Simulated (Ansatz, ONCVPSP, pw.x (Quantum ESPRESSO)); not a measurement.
# What a changed setting does to a pw.x run (fcc Hf)

Potential: optimised norm-conserving Vanderbilt (ONCV), ONCVPSP 4.0.1.1 (patched build), PBE; core [Kr] 4d10 4f14, reference 5s2 5p6 5d2 6s2; waves: 5s+6s: rc 1.75 bohr, ncon 4, nbas 8, qcut 8.8 1/bohr, 2 projectors; 5p: rc 1.65 bohr, ncon 4, nbas 8, qcut 10.7 1/bohr, 2 projectors, debl 0.5 Ha; 5d: rc 2.15 bohr, ncon 3, nbas 7, qcut 4.5 1/bohr, 2 projectors, debl 3.8 Ha; local part: polynomial inside 1.50 bohr (lpopt 5, dvloc0 0 Ha); core correction: Teter function fitted to the true core (icmod 2), fcfact 0.3. In the p channel the program set the typed energies aside and used -1.307, 0.250 Ha.

The reference run (k-mesh 13³, cutoffs 85/340 Ry, Fermi–Dirac 0.01 Ry, mixing_beta 0.4, conv_thr 1e-9, no spin) gives -1.63 GPa at 22.681 Å³/atom, where all-electron LAPW gives -0.23 GPa. This run, with its own iteration cap, changes smearing to gauss.

```
&control
  calculation='scf', prefix='x', pseudo_dir='./', outdir='./tmp', tstress=.true., disk_io='none'
/
&system
  ibrav=0, nat=1, ntyp=1, ecutwfc=85, ecutrho=340, nbnd=14,
  occupations='smearing', smearing='gauss', degauss=0.01
/
&electrons
  conv_thr=1e-09, mixing_beta=0.4, electron_maxstep=60
/
ATOMIC_SPECIES
Hf 1.0 Hf.UPF
CELL_PARAMETERS angstrom
  0.00000000 2.24669474 2.24669474
  2.24669474 0.00000000 2.24669474
  2.24669474 2.24669474 0.00000000
ATOMIC_POSITIONS crystal
Hf 0.0000 0.0000 0.0000
K_POINTS automatic
13 13 13 0 0 0
```

```bash
pw.x < Hf.scf.in > Hf.scf.out
```

Question: How does the run end?

Answer: It converges in 7 iterations; the free energy moves by +38.6 meV/atom and the pressure by -0.31 GPa. Gaussian smearing of the same width is narrower in effect than Fermi–Dirac, so its quadratic term in F is smaller.

```
Message from routine setup:
     using ibrav=0 with symmetry is DISCOURAGED, use correct ibrav instead
     lattice parameter (alat)  =       6.0042  a.u.
     unit-cell volume          =     153.0590 (a.u.)^3
     number of electrons       =        12.00
     number of Kohn-Sham states=           14
     kinetic-energy cutoff     =      85.0000  Ry
     charge density cutoff     =     340.0000  Ry
     scf convergence threshold =      1.0E-09
     Exchange-correlation= PBE
     number of k points=    84  Gaussian smearing, width (Ry)=  0.0100
     iteration #  1     ecut=    85.00 Ry     beta= 0.40
     total energy              =    -106.65009322 Ry
     estimated scf accuracy    <       0.01737899 Ry
     iteration #  2     ecut=    85.00 Ry     beta= 0.40
     total energy              =    -106.64983329 Ry
     estimated scf accuracy    <       0.00362839 Ry
     iteration #  3     ecut=    85.00 Ry     beta= 0.40
     total energy              =    -106.65025930 Ry
     estimated scf accuracy    <       0.00016107 Ry
     iteration #  4     ecut=    85.00 Ry     beta= 0.40
     total energy              =    -106.65026845 Ry
     estimated scf accuracy    <       0.00000182 Ry
     iteration #  5     ecut=    85.00 Ry     beta= 0.40
     total energy              =    -106.65026896 Ry
     estimated scf accuracy    <       0.00000005 Ry
     iteration #  6     ecut=    85.00 Ry     beta= 0.40
     total energy              =    -106.65026896 Ry
     estimated scf accuracy    <          2.7E-09 Ry
     iteration #  7     ecut=    85.00 Ry     beta= 0.40
     the Fermi energy is    14.2634 ev
!    total energy              =    -106.65026896 Ry
     estimated scf accuracy    <          8.2E-11 Ry
     smearing contrib. (-TS)   =      -0.00101283 Ry
     The total energy is F=E-TS. E is the sum of the following terms:
     one-electron contribution =     -20.85395253 Ry
     hartree contribution      =      13.96574900 Ry
     xc contribution           =     -22.00828865 Ry
     ewald contribution        =     -77.75276395 Ry
     convergence has been achieved in   7 iterations
          total   stress  (Ry/bohr**3)                   (kbar)     P=      -19.40
     Message from routine punch:
     Nothing written, as per user request (disk_io='none')
```

The run took about 47 s on one core of a shared host (Neoverse-N1, 64 threads, 124 GiB, load 52).
